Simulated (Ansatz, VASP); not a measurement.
## Al2Au in VASP and in Ansatz

```xyz
3
Lattice="0.0000 3.0588 3.0588 3.0588 0.0000 3.0588 3.0588 3.0588 0.0000" Properties=species:S:1:pos:R:3 pbc="T T T"
Au    0.0000    0.0000    0.0000
Al    4.5883    4.5883    4.5883
Al    1.5294    1.5294    1.5294
```

Change from the starting cell: volume scaled by 1.06.

Alike in both runs: task single point; functional PBEsol; k mesh 8 × 8 × 8; occupations fermi-dirac, width 0.05 eV; no spin polarisation.

|  | VASP | Ansatz |
| --- | --- | --- |
| version | VASP 6.6.1 | Ansatz 0.2.0 |
| potentials or method | VASP PAW PBE potentials, release 64 (Au, Al) | Ansatz PAW |
| plane-wave cutoff (eV) | 520 | 420 |
| valence electrons in the cell | 17 | 25 |

```tsv
	VASP	Ansatz	Ansatz less VASP
gap on the k mesh at the Fermi level (eV)	none	none	-
pressure (GPa)	-5.9	-5.7	+0.15
```

A gap of «none» marks a metal or a gap that the smearing closes. The two sets of potentials don't hold the same shells in valence.

Caveats: the PAW data sets were made with another functional, which shifts forces and pressure a little (VASP); the PAW data sets come from PBE, with cores solved anew for the run's functional, which leaves a small shift of forces and pressure (Ansatz). The runs have no spin-orbit coupling, so splittings on Au are missing.
